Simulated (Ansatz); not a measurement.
TaSi₂ stretched along one axis: stress

Cell: a structure deposited in the COD, whose atoms a relaxation with PBE at fixed cell left in place.

```
Ta Si
1.0
     4.78390    0.00000    0.00000
    -2.39195    4.14298    0.00000
     0.00000    0.00000    6.57000
Ta Si
3 6
Direct
  0.50000 0.00000 0.00000
  0.50000 0.50000 0.66667
  0.00000 0.50000 0.33333
  0.15897 0.31794 0.00000
  0.84103 0.15897 0.66667
  0.68206 0.84103 0.33333
  0.84103 0.68206 0.00000
  0.15897 0.84103 0.66667
  0.31794 0.15897 0.33333
```

Sites (sets of like atoms) are named by element and the number of their first atom in this list.

Level of theory: DFT, PBE, plane waves and PAW, scalar-relativistic, 420 eV cutoff, Γ-centred 11×11×7 k-points, Fermi–Dirac smearing 0.05 eV (Ansatz 0.2.0).

The cell is stretched along z (the third Cartesian axis of the run's cell), x and y held, and the ions relax again each time. Tension counts as positive.

```
strain along z (%)  stress along z (GPa)  stress along x (GPa)
                -3                 -19.2                  -5.3
                -2                 -13.5                  -4.2
                -1                  -8.1                  -3.2
                 0                  -3.1                  -2.2
                +1                   1.5                  -1.3
                +2                     ?                     ?
                +3                   9.6                   0.4
```

(1) Estimate the row at +2 % from the others.

Results:

(1) stress along z (GPa): 5.7; stress along x (GPa): -0.5. Worked: parabolas through the other 6 rows give 5.7 and -0.5 GPa at +2 %. Their slopes at zero strain are 480 GPa (the stiffness along z) and 95 GPa (the coupling of z to x). They hold at this cell, where the calculated pressure is 2.5 GPa, and with no gap in the run.

All values belong to this cell and structure model.
